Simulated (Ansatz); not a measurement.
## Convergence of a linear-scaling basis for generalised stacking fault on (110) of a LiCl-LiBr solid solution (56 atoms)

Aim: test how closely localised support functions follow the reference on generalised stacking fault on (110) of a LiCl-LiBr solid solution (56 atoms), and at what cost. A setting counts as converged where the r.m.s. difference of forces stays under 1 % of the r.m.s. force.

Program: Ansatz 0.2.0. Level of theory: Kohn-Sham DFT, PBE, PAW (set soft_2), plane waves. Results are calculated unless marked as measured.

### Step 1. The structure

The cell holds 56 atoms: 28 Li, 10 Br and 18 Cl. Its edges and angles: a = 7.448 Å, b = 5.266 Å, c = 26.333 Å, α = 90.0°, β = 85.9°, γ = 90.0°. It derives from LiCl and LiBr. Rock-salt LiCl lattice (a = 5.2663 Å, the value set for the mixture), cell with z along [110], 2 x 1 x 7 periods; the third cell vector is tilted by 0.500 of 1/2[1-10] and lengthened by 0.2 Å, so the cell holds one fault; displaced by a Gaussian of 0.01 Å; 10 of 28 Cl sites given to Br at random (lattice constant by Vegard's rule between LiCl and LiBr).

Before any run, some limits are plain. The cell is under 6 Å thick along one periodic direction, so every atom has periodic images of itself close by, which move with it and show among its neighbours and in g(r). The host structure and its lattice constant were typed by rule, without a check against the phase diagram.

### Step 2. Plane-wave single point

This run is the reference for what follows, at a cutoff of 420 eV.

The input, input.yaml:

```yaml
crystal:
  lattice:
    - [7.44767, 0.0, 0.0]
    - [0.0, 5.2663, 0.0]
    - [1.86192, 0.0, 26.26686]
  atoms:
    - { symbol: Li, position: [0.75379, 0.00218, 0.992] }
    - { symbol: Br, position: [0.73215, 0.0014, 0.07085] }
    - { symbol: Li, position: [0.965, 0.99891, 0.14148] }
    - { symbol: Cl, position: [0.69578, 0.00223, 0.21221] }
    - { symbol: Li, position: [0.93014, 0.00101, 0.28303] }
    - { symbol: Cl, position: [0.66066, 0.00063, 0.35393] }
    - { symbol: Li, position: [0.89233, 0.00064, 0.42515] }
    - { symbol: Cl, position: [0.62593, 0.00185, 0.49638] }
    - { symbol: Li, position: [0.86032, 0.00041, 0.56668] }
    - { symbol: Cl, position: [0.5917, 0.00094, 0.63754] }
    - { symbol: Li, position: [0.82422, 0.00077, 0.70841] }
    - { symbol: Cl, position: [0.5553, 0.99799, 0.77951] }
    - { symbol: Li, position: [0.7868, 0.9998, 0.85007] }
    - { symbol: Cl, position: [0.51973, 0.00101, 0.92026] }
    - { symbol: Li, position: [0.25362, 0.00418, 0.99257] }
    - { symbol: Br, position: [0.23323, 0.00428, 0.07067] }
    - { symbol: Li, position: [0.46356, 0.00107, 0.14098] }
    - { symbol: Cl, position: [0.19521, 0.00244, 0.2126] }
    - { symbol: Li, position: [0.42839, 0.00086, 0.28323] }
    - { symbol: Br, position: [0.16048, 0.99656, 0.35332] }
    - { symbol: Li, position: [0.39246, 0.00205, 0.42486] }
    - { symbol: Cl, position: [0.12766, 0.99816, 0.49573] }
    - { symbol: Li, position: [0.35869, 0.00032, 0.5666] }
    - { symbol: Cl, position: [0.09274, 0.00087, 0.63782] }
    - { symbol: Li, position: [0.32416, 0.99943, 0.70851] }
    - { symbol: Cl, position: [0.05528, 0.99911, 0.77891] }
    - { symbol: Li, position: [0.28332, 0.99848, 0.84995] }
    - { symbol: Cl, position: [0.01942, 0.99613, 0.92143] }
    - { symbol: Li, position: [0.23523, 0.5052, 0.07052] }
    - { symbol: Cl, position: [0.96757, 0.4995, 0.14101] }
    - { symbol: Li, position: [0.19738, 0.5011, 0.2122] }
    - { symbol: Cl, position: [0.92924, 0.50118, 0.28328] }
    - { symbol: Li, position: [0.16023, 0.49792, 0.35374] }
    - { symbol: Br, position: [0.89106, 0.49807, 0.42484] }
    - { symbol: Li, position: [0.128, 0.49838, 0.49532] }
    - { symbol: Cl, position: [0.85802, 0.49676, 0.56652] }
    - { symbol: Li, position: [0.09385, 0.49957, 0.63784] }
    - { symbol: Cl, position: [0.82153, 0.50368, 0.70815] }
    - { symbol: Li, position: [0.05526, 0.50033, 0.77933] }
    - { symbol: Cl, position: [0.78832, 0.49983, 0.85063] }
    - { symbol: Li, position: [0.01809, 0.50126, 0.92124] }
    - { symbol: Cl, position: [0.75362, 0.50093, 0.99157] }
    - { symbol: Li, position: [0.73344, 0.50282, 0.07082] }
    - { symbol: Br, position: [0.46375, 0.50002, 0.14193] }
    - { symbol: Li, position: [0.69694, 0.49862, 0.21185] }
    - { symbol: Br, position: [0.42948, 0.50284, 0.28276] }
    - { symbol: Li, position: [0.66265, 0.49897, 0.3542] }
    - { symbol: Br, position: [0.39192, 0.50279, 0.42484] }
    - { symbol: Li, position: [0.62669, 0.49823, 0.49621] }
    - { symbol: Cl, position: [0.35699, 0.49874, 0.56729] }
    - { symbol: Li, position: [0.59057, 0.49871, 0.6377] }
    - { symbol: Br, position: [0.3227, 0.49958, 0.70849] }
    - { symbol: Li, position: [0.555, 0.50001, 0.77954] }
    - { symbol: Br, position: [0.28522, 0.50152, 0.85002] }
    - { symbol: Li, position: [0.51869, 0.49745, 0.92088] }
    - { symbol: Br, position: [0.25107, 0.50399, 0.99235] }
kpoints:
  mp_grid: { grid: [2, 3, 1] }
hamiltonian:
  xc: pbe
scf:
  occupations: { method: fermi_dirac, width: 0.05 }
output:
  forces: true
  stress: true
  populations: true
  dos:
    method: { smearing: { sigma: 0.08 } }
    de: 0.1
    projected: { site_lists: { Br: [Br], Cl: [Cl], Li: [Li] } }
  eigenvalues: true
  write_density: true
  write_potential: true
  volumetric_format: npy
  elf: true
```

Started as:

```
> ansatz run input.yaml --threads 4 --pin off --max-ram 8192MiB --backend cpu --events-out ev --progress --plain --runs-dir out
```

Numbers of over 12 decimals in the logs are rounded to 6 here.

The log of the run:

```text
Engine: ansatz 0.2.0, aarch64-unknown-linux-gnu
Pseudopotentials: kind: paw
Pseudopotential: Li, paw, valence charge 3, recommended cutoff 420 eV (normal), Li.paw.azcp
Pseudopotential: Br, paw, valence charge 7, recommended cutoff 420 eV (normal), Br.paw.azcp
Pseudopotential: Cl, paw, valence charge 7, recommended cutoff 420 eV (normal), Cl.paw.azcp
[... 5 lines on functional and potentials left out ...]
Crystal: 56 atoms, lattice volume = 1030.230 Å³
Basis set: ecut = 420 eV, 20201 PW (Γ), exchange–correlation on 100×72×360 points (8 copies of the dense FFT grid, shifted against one another)
Bands: 196, of which v1, the nominal top of the filled ones, is band 140 counted from 1 (139 counted from 0)
Symmetry: 1 space group operations
Space group: P1 (ITA 1), of the structure as read, at distance tolerance 1.0e-4 Å
k-points: 4 of 6 (time reversal used)
[... 7 lines on functional and potentials left out ...]
Initial density: superposition of atomic densities (neutral atoms: chi_scale 0, normalization atom), corrected by the library's trained network
Initial wavefunctions: pseudopotential atomic-orbital guess
Functional: x = pbe(κ = 0.804, μ = 0.219515), c = pbe(β = 0.066725)
SCF iter   1: F=—  HF=-53087.928336 eV  |F-HF|=—  |Δ(HF+E_count)|=         —  Δρ=3.93e-4  dr2=7.49e-3  ethr=1.77e-3  ⟨swp⟩=12.8  Hψ=4850  notcnv=0  defer=55
preconditioner: auto → Resta (q_TF=auto, 2.196 Å⁻¹)  ε∞=2.9  [insulator: Δε(μ)=5.256 eV  Ē_g=12.473 eV  σ=0.050 eV  W_gap=1.00  n_scr=186 (ndim 8)  ℏωp=17.3 eV  f_vac=0.002  D(μ)=0.00/eV (n_scr^D=0)  ε∞_Penn≈2.9]
SCF iter   2: F=—  HF=-53087.925814 eV  |F-HF|=—  |Δ(HF+E_count)|=   2.52e-3  Δρ=2.41e-4  dr2=2.57e-3  ethr=2.67e-6  ⟨swp⟩=3.8  Hψ=1785  notcnv=0  defer=83
SCF iter   3: F=—  HF=-53087.924909 eV  |F-HF|=—  |Δ(HF+E_count)|=   9.05e-4  Δρ=1.00e-4  dr2=2.98e-4  ethr=9.17e-7  ⟨swp⟩=2.0  Hψ=953  notcnv=0  defer=83
SCF iter   4: F=—  HF=-53087.924840 eV  |F-HF|=—  |Δ(HF+E_count)|=   6.82e-5  Δρ=4.45e-5  dr2=5.54e-5  ethr=1.07e-7  ⟨swp⟩=2.0  Hψ=814  notcnv=0  defer=83
SCF iter   5: F=—  HF=-53087.924259 eV  |F-HF|=—  |Δ(HF+E_count)|=   5.81e-4  Δρ=1.23e-5  dr2=3.46e-6  ethr=1.98e-8  ⟨swp⟩=2.0  Hψ=1292  notcnv=0  defer=90
SCF iter   6: F=—  HF=-53087.924260 eV  |F-HF|=—  |Δ(HF+E_count)|=   3.17e-7  Δρ=3.65e-6  dr2=2.91e-7  ethr=1.24e-9  ⟨swp⟩=2.0  Hψ=921  notcnv=0  defer=90
SCF iter   7: F=-53087.924260 eV  HF=-53087.924260 eV  |F-HF|=1.38e-8  |Δ(HF+E_count)|=   5.27e-8  Δρ=1.07e-6  dr2=2.51e-8  ethr=3.57e-11  ⟨swp⟩=25.0  Hψ=7203  notcnv=0
SCF 1 converged in 7 iterations: F = -53087.924260 eV  dr2 = 2.51e-8
  greatest PAW one-centre occupation: 1.000 electrons in one spin orbital (limit 2), on the Li atom at site 14 (counted from 0), in its partial waves of l = 0
SCF converged after 7 iterations
Free energy (F): -53087.924260 eV
Harris-Foulkes:  -53087.924260 eV  (|F-HF|=1.38e-8)
Internal energy: -53087.924260 eV  (E = F + TS)
E sigma→0 (E₀):  -53087.924260 eV
Fermi energy:    4.831806 eV
--- Per-component energies (eV) ---
  E_band       = -2898.076207
  E_kinetic    = 4873.528817
  E_local      = -9225.743875  (includes V_loc(G=0)·N_el)
  E_nonlocal   = 289.389765
  E_hartree    = 2617.740799
  E_xc         = -4899.456398
  E_vxc        = -3652.556566  (∫ρ·V_xc dr)
  E_paw        = -34923.576852  (= ΣΔE_a)
  E_vpaw       = -418.179409  (= ΣTr[D̂ρ^β])
  E_aug_tail   = 0.002047  (compensation charges beyond the density's cutoff)
  E_ewald      = -11819.808562
  E_smearing   = -0.000000  (= −TS)
  E_closure    = -0.000000  (closes the sum)
  Σ components = -53087.924260   (vs F -53087.924260, Δ=0.00e0)
--- Forces (eV/Å), atoms counted from 1 ---
  atom   1  Li     0.01280077     0.00041685    -2.41327896
  atom   2  Br     0.03376500    -0.01337892     2.31097708
  atom   3  Li     0.00112517     0.00753637     0.17848064
  atom   4  Cl     0.08291466    -0.01449520     0.02133010
  atom   5  Li    -0.14667247    -0.00044572    -0.14462302
  atom   6  Cl     0.02474180     0.00774859    -0.00769317
  atom   7  Li    -0.11903530    -0.01884050     0.11117574
  atom   8  Cl    -0.00410084    -0.02836622     0.02936398
  atom   9  Li    -0.01303735     0.00018377     0.01331907
  atom  10  Cl     0.02691310    -0.01293505    -0.02071427
  atom  11  Li    -0.01285202    -0.00487409    -0.01214717
  atom  12  Cl     0.05878919     0.03284953    -0.00317347
  atom  13  Li    -0.00788169    -0.00187500     0.00720828
  atom  14  Cl     0.05918586     0.01014965     0.16063802
[...]
atom  55  Li     0.23946064     0.00753604     0.07315039
  atom  56  Br     0.00161561    -0.03444444    -2.68409118
  max |Σ_I F_I| component: 1.53e-4 eV/Å
--- Stress (GPa, compression-positive) ---
        0.654736      -0.003777       0.006979
       -0.003777       0.788116       0.001643
        0.006979       0.001643       2.799532
  P = ⅓ Tr σ = 1.4141 GPa (14.141 kbar)
--- Band table (eV) ---
  k-point 0: bands = ["-42.1334", "-42.1251", "-42.1217", "-42.1180", [... 180 levels ...], "10.9393", "11.1725", "11.2089", "11.2138", "11.2516", "11.2675", "11.3040", "11.3610", "11.4219", "11.4657", "11.4804", "11.5054"]
[...]
--- Löwdin populations: 56 sites ---
  site symbol       q [e]
     0     Li      2.3224
     1     Br      7.5623
     2     Li      2.3400
[...]
55     Br      7.5617
  spilling = 0.006227 (of n_electrons = 280.000000)
```

It took 1.7 min on 4 threads of Arm Neoverse N1, shared host; peak memory 3 GiB; 5.4 min of CPU time.

In the SCF lines HF is the Harris–Foulkes energy and dr2 the Hartree energy of the density residual, in eV; the loop may stop once dr2 is under the threshold and the program's other checks hold. Hψ counts applications of the Hamiltonian.

Numbers from this run:

| Property | Result |
| --- | --- |
| free energy | -53087.9243 eV |
| free energy per atom | -947.9986 eV/atom |
| SCF cycles | 7 |
| pressure | 1.414 GPa |
| r.m.s. force component | 0.5037 eV/Å |
| longest force | 2.684 eV/Å |
| Fermi energy | 4.832 eV |
| gap (highest filled to lowest empty level) | 5.327 eV |
| spilling of the projection | 0.006227 |

The r.m.s. force component of 0.50 eV/Å sets the scale for the differences below.

### Step 3. Support functions medium

With localised support functions most steps grow linearly with size, though the diagonalisation grows faster unless the density matrix is cut; this run measures error and cost at this size. The level medium gives here a grid of 36×24×120 points and a radius of 3.97 Å.

This step: Kohn-Sham DFT, PBE, PAW (set soft_2), localised support functions (medium) (Ansatz 0.2.0).

input.yaml, the sections that differ from step 2:

```yaml
scf:
  occupations: { method: fermi_dirac, width: 0.05 }
  eigensolver: { kind: { support_functions: { accuracy: medium } } }
  mixing: { beta: 0.2 }
  max_iter: 150
output:
  forces: true
# crystal, kpoints, hamiltonian: as in step 2
```

The log of the run:

```text
Warning: scf.eigensolver.kind.support_functions: disabling space-group detection — the functions' gradient is summed over unrotated k-points, so no spatial operation reduces the k-mesh or symmetrises the density; time reversal is kept, so that k and −k are solved as one point where they differ and the mesh holds both, and exact exchange and, on two spinor components, a DFT+U term hold to it where the run has them: [...]
settings of this run that can trade accuracy for cost: scf.eigensolver.kind.support_functions [...]
[...]
Crystal: 56 atoms, lattice volume = 1030.230 Å³
Basis set: ecut = 420 eV, 20201 PW (Γ), exchange–correlation on 100×72×360 points (8 copies of the dense FFT grid, shifted against one another)
Bands: 168, of which v1, the nominal top of the filled ones, is band 140 counted from 1 (139 counted from 0)
Symmetry: 1 space group operations
k-points: 4 of 6 (time reversal used)
[...]
Eigensolver: Support functions (medium, 36×24×120 points, laid for a spacing of at most 0.228497 Å, radius 3.967918 Å, 3 species' potentials softened for the grid, 3 wholly corrected for its errors in the mean over positions, 3 with the egg-box correction, energy correction by stochastic trace)
[...]
SCF iter   1: F=—  HF=-53084.798066 eV  |F-HF|=—  |Δ(HF+E_count)|=         —  Δρ=2.54e-2  dr2=6.81e0  ethr=1.00e-1
[...]
SCF iter  16: F=—  HF=-53087.932531 eV  |F-HF|=—  |Δ(HF+E_count)|=   2.46e-4  Δρ=1.40e-5  dr2=2.24e-6  ethr=1.17e-9  κ⁻¹=2.7e-5(r=7)
SCF iter  17: F=-53087.932530 eV  HF=-53087.932530 eV  |F-HF|=3.92e-8  |Δ(HF+E_count)|=   9.16e-7  Δρ=4.24e-6  dr2=2.37e-7  ethr=7.99e-10
SCF 1 converged in 17 iterations: F = -53087.938275 eV  dr2 = 2.37e-7
[...]
SCF converged after 17 iterations
Stability not checked: this state was not tested for a lower state beside it, because the mixer in use, unlike msr1, does not test its closes by its own steps (another_mixer; see scf.mixing.algorithm and scf.lower_state_search)
Free energy (F): -53087.938275 eV
[...]
Internal energy: -53087.938275 eV  (E = F + TS)
E sigma→0 (E₀):  -53087.938275 eV
Fermi energy:    4.831942 eV
[...]
Σ components = -53087.938275   (vs F -53087.938275, Δ=0.00e0)
--- Forces (eV/Å), atoms counted from 1 ---
  atom   1  Li     0.01281110     0.00038231    -2.41372148
  atom   2  Br     0.03370009    -0.01336511     2.31132129
  atom   3  Li     0.00095651     0.00753138     0.17880909
  atom   4  Cl     0.08299329    -0.01448697     0.02143603
[...]
atom  56  Br     0.00149559    -0.03435466    -2.68432444
  max |Σ_I F_I| component: 1.39e-3 eV/Å
--- Band table (eV) ---
[...]
guard bands above this table: 24 of the run's 168 bands (output.publish_guard_bands: true publishes all)
[...]
```

Wall time 2.4 min (4 threads); peak memory 2 GiB.

The program notes that the band table was not solved further than the SCF left it and it switched symmetry off.

Keys that differ from the reference: support_functions.accuracy = "medium", scf.max_iter = 150 and scf.mixing.beta = 0.2.

Forces differ from the reference by 0.13 meV/Å r.m.s., 0.027 % of their size, well within a tolerance of 1 %; the energy by -0.25 meV/atom. It took 2.4 min and 17 cycles; the reference's time can't be set against it, since the two runs asked for unlike analyses.

### Step 4. Support functions low

The level low is asked for. Here it resolves to the same grid and radius as in the run with support functions medium, so the basis is not new.

This step: Kohn-Sham DFT, PBE, PAW (set soft_2), localised support functions (low) (Ansatz 0.2.0).

input.yaml, the sections that differ from step 3:

```yaml
scf:
  occupations: { method: fermi_dirac, width: 0.05 }
  eigensolver: { kind: { support_functions: { accuracy: low } } }
  mixing: { beta: 0.2 }
  max_iter: 150
# crystal, kpoints, hamiltonian, output: as in step 3
```

The log of the run:

```text
[...]
Crystal: 56 atoms, lattice volume = 1030.230 Å³
Basis set: ecut = 420 eV, 20201 PW (Γ), exchange–correlation on 100×72×360 points (8 copies of the dense FFT grid, shifted against one another)
Bands: 168, of which v1, the nominal top of the filled ones, is band 140 counted from 1 (139 counted from 0)
Symmetry: 1 space group operations
k-points: 4 of 6 (time reversal used)
[...]
Eigensolver: Support functions (low, 36×24×120 points, laid for a spacing of at most 0.228497 Å, radius 3.967918 Å, 3 species' potentials softened for the grid, 3 wholly corrected for its errors in the mean over positions, 3 with the egg-box correction, energy correction by stochastic trace)
[...]
SCF iter   1: F=—  HF=-53084.798066 eV  |F-HF|=—  |Δ(HF+E_count)|=         —  Δρ=2.54e-2  dr2=6.81e0  ethr=1.00e-1
[...]
SCF iter  14: F=—  HF=-53087.932009 eV  |F-HF|=—  |Δ(HF+E_count)|=   3.22e-4  Δρ=5.22e-5  dr2=2.54e-5  ethr=1.72e-8  κ⁻¹=5.9e-6(r=7)
SCF iter  15: F=-53087.932287 eV  HF=-53087.932285 eV  |F-HF|=1.10e-6  |Δ(HF+E_count)|=   2.76e-4  Δρ=1.65e-5  dr2=3.27e-6  ethr=9.05e-9
SCF 1 converged in 15 iterations: F = -53087.938268 eV  dr2 = 3.27e-6
[...]
SCF converged after 15 iterations
[...]
Free energy (F): -53087.938268 eV
[...]
Internal energy: -53087.938268 eV  (E = F + TS)
E sigma→0 (E₀):  -53087.938268 eV
Fermi energy:    4.831908 eV
[...]
Σ components = -53087.938268   (vs F -53087.938268, Δ=0.00e0)
--- Forces (eV/Å), atoms counted from 1 ---
  atom   1  Li     0.01281824     0.00036443    -2.41364262
  atom   2  Br     0.03367031    -0.01335058     2.31116740
  atom   3  Li     0.00095910     0.00752817     0.17888750
  atom   4  Cl     0.08292221    -0.01448588     0.02138068
[...]
atom  56  Br     0.00149284    -0.03434631    -2.68413695
  max |Σ_I F_I| component: 2.10e-3 eV/Å
--- Band table (eV) ---
[...]
```

Wall time 2.3 min (4 threads); peak memory 2 GiB; 8.6 min of CPU time.

Keys that differ from the reference: support_functions.accuracy = "low", scf.max_iter = 150 and scf.mixing.beta = 0.2.

Forces differ from the reference by 0.14 meV/Å r.m.s., 0.029 % of their size, well within a tolerance of 1 %; the energy by -0.25 meV/atom.

### Step 5. Support functions high

With localised support functions most steps grow linearly with size, though the diagonalisation grows faster unless the density matrix is cut; this run measures error and cost at this size. The level high gives here a grid of 48×30×144 points and a radius of 4.75 Å.

This step: Kohn-Sham DFT, PBE, PAW (set soft_2), localised support functions (high) (Ansatz 0.2.0).

input.yaml, the sections that differ from step 4:

```yaml
scf:
  occupations: { method: fermi_dirac, width: 0.05 }
  eigensolver: { kind: { support_functions: { accuracy: high } } }
  mixing: { beta: 0.2 }
  max_iter: 150
# crystal, kpoints, hamiltonian, output: as in step 4
```

The log of the run:

```text
[...]
Crystal: 56 atoms, lattice volume = 1030.230 Å³
Basis set: ecut = 420 eV, 20201 PW (Γ), exchange–correlation on 120×80×384 points (8 copies of the dense FFT grid, shifted against one another)
Bands: 168, of which v1, the nominal top of the filled ones, is band 140 counted from 1 (139 counted from 0)
Symmetry: 1 space group operations
k-points: 4 of 6 (time reversal used)
[...]
Eigensolver: Support functions (high, 48×30×144 points, laid for a spacing of at most 0.186952 Å, radius 4.748871 Å, 2 species' potentials softened for the grid, 3 wholly corrected for its errors in the mean over positions, 3 with the egg-box correction, energy correction by stochastic trace)
[...]
SCF iter   1: F=—  HF=-53085.500081 eV  |F-HF|=—  |Δ(HF+E_count)|=         —  Δρ=2.55e-2  dr2=6.89e0  ethr=1.00e-1
[...]
SCF iter  17: F=—  HF=-53087.939777 eV  |F-HF|=—  |Δ(HF+E_count)|=   3.67e-5  Δρ=3.09e-6  dr2=1.38e-7  ethr=8.00e-11  κ⁻¹=5.6e-6(r=7)
SCF iter  18: F=-53087.939810 eV  HF=-53087.939810 eV  |F-HF|=2.80e-8  |Δ(HF+E_count)|=   3.27e-5  Δρ=1.48e-6  dr2=5.97e-8  ethr=4.92e-11
SCF 1 converged in 18 iterations: F = -53087.940637 eV  dr2 = 5.97e-8
[...]
SCF converged after 18 iterations
[...]
Free energy (F): -53087.940637 eV
[...]
Internal energy: -53087.940637 eV  (E = F + TS)
E sigma→0 (E₀):  -53087.940637 eV
Fermi energy:    4.831441 eV
[...]
Σ components = -53087.940637   (vs F -53087.940637, Δ=0.00e0)
--- Forces (eV/Å), atoms counted from 1 ---
  atom   1  Li     0.01279612     0.00037464    -2.41344800
  atom   2  Br     0.03373391    -0.01337655     2.31111526
  atom   3  Li     0.00113527     0.00756805     0.17851466
  atom   4  Cl     0.08287803    -0.01450198     0.02129826
[...]
atom  56  Br     0.00159387    -0.03443679    -2.68415268
  max |Σ_I F_I| component: 5.55e-4 eV/Å
--- Band table (eV) ---
[...]
```

Elapsed: 6.9 min, on 4 threads; peak memory 4 GiB.

Keys that differ from the reference: support_functions.accuracy = "high", scf.max_iter = 150 and scf.mixing.beta = 0.2.

Forces differ from the reference by 0.042 meV/Å r.m.s., 0.0084 % of their size, well within a tolerance of 1 %; the energy by -0.29 meV/atom. It took 6.9 min and 18 cycles; the reference's time can't be set against it, since the two runs asked for unlike analyses.

(Continued in part 2 of 4.)

[Logs are printed without paths, hosts, clocks, repeated set-up lines and the standing remarks that a program may print on its own settings, such as how far it seeks lower states.]

[Hosts, paths, dates, database ids (printed as entryN), source tags and the programs' standing remarks are cut or masked in the printed files.]
